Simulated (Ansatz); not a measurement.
# BN (F-43m) in Ansatz: notebook

Runs on BN. Level: PBEsol. Tasks: single point, equation of state.

Everything below comes from runs of Ansatz 0.2.0. Logs are shortened: lines on timing, memory, paths and dates and some standing lists are left out, and cuts for length are marked.

**What was measured.**

“Effect of nanostructuration on compressibility of cubic BN”, 2012, arxiv:1208.3664 quotes, for a bulk crystal of BN at 300 K: bulk modulus 395 ± 2 GPa.

The runs below are set against these values where they give the same quantity.

## Step 1: Starting point

The structure is cubic, space group F-43m (No. 216). The conventional cell has a = 3.626 Å, b = 3.626 Å, c = 3.626 Å, α = 90.00°, β = 90.00°, γ = 90.00°. Around N (site symmetry -43m) lie 4 B at 1.57 Å. B (site symmetry -43m) has 4 N at 1.57 Å as nearest neighbours.

The cell is a database's computed one.

## Step 2: Single point, PBEsol, 5.60 Å³/atom (volume scaled by 0.94)

input.yaml reads:

```yaml
crystal:
  lattice:
    - [0.0, 1.7759905947, 1.7759905947]
    - [1.7759905947, 0.0, 1.7759905947]
    - [1.7759905947, 1.7759905947, 0.0]
  atoms:
    - { symbol: "N", position: [0.25, 0.25, 0.25] }
    - { symbol: B, position: [0.0, 0.0, 0.0] }
kpoints:
  mp_grid: { grid: [13, 13, 13] }
scf:
  occupations: { method: fermi_dirac, width: 0.05 }
hamiltonian:
  xc: pbesol
  pseudopotentials: { kind: all_electron, lapw: { basis_error: 0.001 } }
output:
  forces: true
  stress: true
  eigenvalues: true
```

Potentials or basis: all-electron LAPW, scalar-relativistic.

On the command line:

```
> ansatz run input.yaml --threads 1 --pin off --max-ram 3072MiB --backend cpu --events-out ev --progress --plain --runs-dir out
```

Standard output:

```text
Warning: RAYON_NUM_THREADS=1 ignored (pool sized by the plan → 1); use --threads N
LAPW: plane waves up to 11.053 Å⁻¹, error target 1.0e-3 eV per atom; small_component_spin mean_spin; B in spheres of 0.725 Å, 5 of its electrons in bands, Dirac shells []; N in spheres of 0.813 Å, 7 of its electrons in bands, Dirac shells [] (how accurate: hamiltonian.pseudopotentials.lapw.basis_error, Limitations)
Engine: ansatz 0.2.0, x86_64-unknown-linux-gnu
Pseudopotentials: kind: all_electron
Pseudopotential: N, LAPW, valence charge 7, lapw/all_electron/scalar/gaussian/N, Koelling and Harmon's equation, gaussian nucleus
Pseudopotential: B, LAPW, valence charge 5, lapw/all_electron/scalar/gaussian/B, Koelling and Harmon's equation, gaussian nucleus
Functional definition: PBEsol
  exchange = pbesol_x
  correlation = pbesol_c
Crystal: 2 atoms, lattice volume = 11.203 Å³
Basis set: ecut = 465.50021137047526 eV, 259 PW (Γ), exchange–correlation at level 2
Bands: 10, of which v1, the nominal top of the filled ones, is band 6 counted from 1 (5 counted from 0)
Symmetry: 24 space group operations
Space group: F-43m (ITA 216), of the structure as read, at distance tolerance 2.2e-5 Å
k-points: 84 of 2197 (time reversal used)
Non-local potential: N, projectors of the file, none
Non-local potential: B, projectors of the file, none
Initial density: superposition of atomic densities (chi_scale 0.1, normalization cell, long waves kept (reshape's long-wave potential 0.00 eV rms))
Initial wavefunctions: plane waves of lowest kinetic energy (no species holds an atomic orbital)
Functional: x = pbesol(κ = 0.804, μ = 0.12345679012345678), c = pbesol(β = 0.046)
iter 1 solved again at ethr=1.86e-2 eV; its pass at ethr=1.00e-1 eV (dr2=2.24e0 eV) is discarded
SCF iter   1: F=—  HF=-2161.286361 eV  |F-HF|=—  |Δ(HF+E_count)|=         —  Δρ=1.61e-1  dr2=2.24e0  ethr=1.86e-2  ⟨swp⟩=2.0  Hψ=6434  notcnv=0
preconditioner: auto → none  [insulator: Δε(μ)=6.153 eV  Ē_g=21.220 eV  σ=0.050 eV  W_gap=1.00  n_scr=0 (ndim 8)  ℏωp=31.4 eV  f_vac=0.000  D(μ)=0.00/eV (n_scr^D=0)  ε∞_Penn≈3.2]
iter 2 solved again at ethr=1.77e-3 eV; its pass at ethr=1.86e-2 eV (dr2=2.13e-1 eV) is discarded
SCF iter   2: F=—  HF=-2160.324541 eV  |F-HF|=—  |Δ(HF+E_count)|=   9.62e-1  Δρ=5.41e-2  dr2=2.13e-1  ethr=1.77e-3  ⟨swp⟩=2.0  Hψ=4478  notcnv=0
SCF iter   3: F=—  HF=-2160.240817 eV  |F-HF|=—  |Δ(HF+E_count)|=   8.37e-2  Δρ=2.32e-2  dr2=4.14e-2  ethr=1.77e-3  ⟨swp⟩=2.1  Hψ=2512  notcnv=0
SCF iter   4: F=—  HF=-2160.232673 eV  |F-HF|=—  |Δ(HF+E_count)|=         —  Δρ=1.02e-2  dr2=8.21e-3  ethr=3.45e-4  ⟨swp⟩=2.0  Hψ=2489  notcnv=0
the basis was enlarged: its passes take 45.4 KiB over the memory plan, 1 of 1 planned eigensolver slots
SCF iter   5: F=—  HF=-2160.230738 eV  |F-HF|=—  |Δ(HF+E_count)|=   1.94e-3  Δρ=2.22e-3  dr2=3.98e-4  ethr=6.84e-5  ⟨swp⟩=2.1  Hψ=2337  notcnv=0
SCF iter   6: F=—  HF=-2160.230649 eV  |F-HF|=—  |Δ(HF+E_count)|=   8.88e-5  Δρ=2.39e-4  dr2=4.90e-6  ethr=3.32e-6  ⟨swp⟩=2.1  Hψ=2184  notcnv=0
SCF iter   7: F=-2160.230648 eV  HF=-2160.230648 eV  |F-HF|=3.51e-9  |Δ(HF+E_count)|=   9.20e-7  Δρ=1.21e-5  dr2=1.30e-8  ethr=4.09e-8  ⟨swp⟩=2.1  Hψ=2184  notcnv=0
SCF 1 converged in 7 iterations: F = -2160.230648 eV  dr2 = 1.30e-8
SCF converged after 7 iterations
Free energy (F): -2160.230648 eV
Harris-Foulkes:  -2160.230648 eV  (|F-HF|=3.51e-9)
Internal energy: -2160.230648 eV  (E = F + TS)
E sigma→0 (E₀):  -2160.230648 eV
Fermi energy:    14.501635 eV
--- Per-component energies (eV) ---
  E_band       = -1007.165128
  E_kinetic    = 2155.789260
  E_xc         = -292.432787
  E_electrostatic = -4023.587121  (all electrons and nuclei)
  E_smearing   = -0.000000  (= −TS)
  E_closure    = 0.000000  (closes the sum)
  E_atoms      = -2141.847337  (free atoms, spherical and without spin; not in F)
  Σ components = -2160.230648   (vs F -2160.230648, Δ=0.00e0)
  Basis errors (estimates in eV, not in F): energy 5.3e-4 per atom: plane waves 5.2e-4 (3.2e-4 summed), levels above the bands 8.8e-143, relativity 8.7e-9, radial functions 1.0e-5, core shells 0.0e0; eigenvalues (radial functions only) 6.1e-6; not estimated: angular momenta, meshes, grids; target (lapw.basis_error) 1.0e-3; muffin-tin radii B 0.725 Å, N 0.813 Å
--- Forces (eV/Å), atoms counted from 1 ---
  atom   1  N     -0.00000000     0.00000000     0.00000000
  atom   2  B      0.00000000    -0.00000000     0.00000000
  max |Σ_I F_I| component: 4.63e-17 eV/Å
--- Stress (GPa, compression-positive) ---
       18.876250      -0.000000      -0.000000
       -0.000000      18.876250       0.000000
       -0.000000       0.000000      18.876250
  P = ⅓ Tr σ = 18.8763 GPa (188.763 kbar)
--- Band table (eV; the first three rows and the last of 84) ---
  k-point 0: bands = ["-361.1923", "-158.9243", "-8.5606", "12.3008", "12.3008", "12.3008", "21.3148", "21.3148", "21.3148", "23.4351"]
  k-point 1: bands = ["-361.1923", "-158.9243", "-8.4097", "11.4800", "12.1349", "12.1349", "21.5560", "21.5663", "21.5663", "23.8930"]
  k-point 2: bands = ["-361.1923", "-158.9243", "-7.9612", "9.5353", "11.7215", "11.7215", "21.9607", "22.1686", "22.1686", "25.0261"]
  k-point 83: bands = ["-361.1923", "-158.9241", "-2.3226", "4.1188", "4.9525", "5.8380", "21.8414", "25.7493", "26.9964", "28.4229"]
```

It took 19 s on 1 thread of Intel Xeon at 2.50GHz (Skylake/Cascade Lake), shared host; peak memory 0.27 GiB.

What came out:

* Free energy: -2160.2306 eV
* Pressure: 18.9 GPa
* Band gap on the k mesh: 4.42 eV, indirect (least direct gap 9.01 eV)

Caveat: an odd mesh through Γ misses points on the zone boundary, where band edges often lie.

## Step 3: Single point, PBEsol, 5.72 Å³/atom (volume scaled by 0.96)

input.yaml: that of step 2 with these lines changed.

```diff
@@ -2,5 +2,5 @@
   lattice:
-    - [0.0, 1.7759905947, 1.7759905947]
-    - [1.7759905947, 0.0, 1.7759905947]
-    - [1.7759905947, 1.7759905947, 0.0]
+    - [0.0, 1.7884979828, 1.7884979828]
+    - [1.7884979828, 0.0, 1.7884979828]
+    - [1.7884979828, 1.7884979828, 0.0]
   atoms:
```

Potentials or basis: all-electron LAPW, scalar-relativistic.

On the command line:

```
> ansatz run input.yaml --threads 1 --pin off --max-ram 3072MiB --backend cpu --events-out ev --progress --plain --runs-dir out
```

Wall time 18 s (1 thread of Intel Xeon at 2.50GHz (Skylake/Cascade Lake), shared host); peak memory 0.27 GiB.

The run converged. Its results:

```yaml
Free_energy: -2160.2518 eV
Pressure: 9.7 GPa
Band_gap_on_the_k_mesh: 4.40 eV, indirect (least direct gap 8.91 eV)
```

Caveat: an odd mesh through Γ misses points on the zone boundary, where band edges often lie.

## Step 4: Single point, PBEsol, 5.84 Å³/atom (volume scaled by 0.98)

input.yaml: that of step 3 with these lines changed.

```diff
@@ -2,5 +2,5 @@
   lattice:
-    - [0.0, 1.7884979828, 1.7884979828]
-    - [1.7884979828, 0.0, 1.7884979828]
-    - [1.7884979828, 1.7884979828, 0.0]
+    - [0.0, 1.8008328414, 1.8008328414]
+    - [1.8008328414, 0.0, 1.8008328414]
+    - [1.8008328414, 1.8008328414, 0.0]
   atoms:
```

On the command line:

```
> ansatz run input.yaml --threads 1 --pin off --max-ram 3072MiB --backend cpu --events-out ev --progress --plain --runs-dir out
```

It took 17 s on 1 thread of Intel Xeon at 2.50GHz (Skylake/Cascade Lake), shared host; peak memory 0.28 GiB.

Results (log left out):

```yaml
Free_energy: -2160.2599 eV
Pressure: 1.3 GPa
Band_gap_on_the_k_mesh: 4.37 eV, indirect (least direct gap 8.82 eV)
```

Caveat: an odd mesh through Γ misses points on the zone boundary, where band edges often lie.

## Step 5: Single point, PBEsol, 5.96 Å³/atom

input.yaml: that of step 4 with these lines changed.

```diff
@@ -2,5 +2,5 @@
   lattice:
-    - [0.0, 1.8008328414, 1.8008328414]
-    - [1.8008328414, 0.0, 1.8008328414]
-    - [1.8008328414, 1.8008328414, 0.0]
+    - [0.0, 1.813001, 1.813001]
+    - [1.813001, 0.0, 1.813001]
+    - [1.813001, 1.813001, 0.0]
   atoms:
```

On the command line:

```
> ansatz run input.yaml --threads 1 --pin off --max-ram 3072MiB --backend cpu --events-out ev --progress --plain --runs-dir out
```

Run time: 22 s. Hardware: 1 thread of Intel Xeon at 2.50GHz (Skylake/Cascade Lake), shared host; peak memory 0.27 GiB.

Results (log left out):

```
Free energy            : -2160.2561 eV
Pressure               : -6.3 GPa
Band gap on the k mesh : 4.35 eV, indirect (least direct gap 8.72 eV)
```

Caveat: an odd mesh through Γ misses points on the zone boundary, where band edges often lie.

## Step 6: Single point, PBEsol, 6.08 Å³/atom (volume scaled by 1.02)

input.yaml: that of step 5 with these lines changed.

```diff
@@ -2,5 +2,5 @@
   lattice:
-    - [0.0, 1.813001, 1.813001]
-    - [1.813001, 0.0, 1.813001]
-    - [1.813001, 1.813001, 0.0]
+    - [0.0, 1.8250079791, 1.8250079791]
+    - [1.8250079791, 0.0, 1.8250079791]
+    - [1.8250079791, 1.8250079791, 0.0]
   atoms:
```

Potentials or basis: all-electron LAPW, scalar-relativistic.

On the command line:

```
> ansatz run input.yaml --threads 1 --pin off --max-ram 3072MiB --backend cpu --events-out ev --progress --plain --runs-dir out
```

Run time: 19 s. Hardware: 1 thread of Intel Xeon at 2.50GHz (Skylake/Cascade Lake), shared host; peak memory 0.27 GiB.

The run converged. Its results:

| Property | Result |
| --- | --- |
| Free energy | -2160.2415 eV |
| Pressure | -13.2 GPa |
| Band gap on the k mesh | 4.33 eV, indirect (least direct gap 8.63 eV) |

Caveat: an odd mesh through Γ misses points on the zone boundary, where band edges often lie.

## Step 7: Single point, PBEsol, 6.20 Å³/atom (volume scaled by 1.04)

input.yaml: that of step 6 with these lines changed.

```diff
@@ -2,5 +2,5 @@
   lattice:
-    - [0.0, 1.8250079791, 1.8250079791]
-    - [1.8250079791, 0.0, 1.8250079791]
-    - [1.8250079791, 1.8250079791, 0.0]
+    - [0.0, 1.8368590123, 1.8368590123]
+    - [1.8368590123, 0.0, 1.8368590123]
+    - [1.8368590123, 1.8368590123, 0.0]
   atoms:
```

On the command line:

```
> ansatz run input.yaml --threads 1 --pin off --max-ram 3072MiB --backend cpu --events-out ev --progress --plain --runs-dir out
```

It took 19 s on 1 thread of Intel Xeon at 2.50GHz (Skylake/Cascade Lake), shared host; peak memory 0.27 GiB.

The run converged. Its results:

* Free energy: -2160.2171 eV
* Pressure: -19.5 GPa
* Band gap on the k mesh: 4.30 eV, indirect (least direct gap 8.54 eV)

Caveat: an odd mesh through Γ misses points on the zone boundary, where band edges often lie.

## Step 8: Single point, PBEsol, 6.32 Å³/atom (volume scaled by 1.06)

input.yaml: that of step 7 with these lines changed.

```diff
@@ -2,5 +2,5 @@
   lattice:
-    - [0.0, 1.8368590123, 1.8368590123]
-    - [1.8368590123, 0.0, 1.8368590123]
-    - [1.8368590123, 1.8368590123, 0.0]
+    - [0.0, 1.8485590667, 1.8485590667]
+    - [1.8485590667, 0.0, 1.8485590667]
+    - [1.8485590667, 1.8485590667, 0.0]
   atoms:
```

On the command line:

```
> ansatz run input.yaml --threads 1 --pin off --max-ram 3072MiB --backend cpu --events-out ev --progress --plain --runs-dir out
```

It took 19 s on 1 thread of Intel Xeon at 2.50GHz (Skylake/Cascade Lake), shared host; peak memory 0.28 GiB.

Results (log left out):

| Property | Result |
| --- | --- |
| Free energy | -2160.1837 eV |
| Pressure | -25.2 GPa |
| Band gap on the k mesh | 4.28 eV, indirect (least direct gap 8.45 eV) |

Caveat: an odd mesh through Γ misses points on the zone boundary, where band edges often lie.

## Step 9: Equation of state, PBEsol

Potentials or basis: all-electron LAPW, scalar-relativistic.

No new run: the results of the series are fitted here.

What came out:

- Equilibrium volume: 5.86 Å³/atom
- Bulk modulus: 386 GPa
- Pressure derivative of the bulk modulus: 3.7

Energy against volume, from the lowest point:
```csv
volume (Å³/atom),energy (meV/atom)
5.602,14.61
5.721,4.04
5.840,0.00
5.959,1.89
6.078,9.19
6.198,21.39
6.317,38.07
```

## Step 10: Against experiment

Step 9. Measured bulk modulus of BN: 395 GPa (300 K; quoted in “Effect of nanostructuration on compressibility of cubic BN”, 2012, arxiv:1208.3664). This calculation gives 386 GPa (-2.3 %). The fit is for a static lattice scaled at fixed shape and fixed fractional positions.
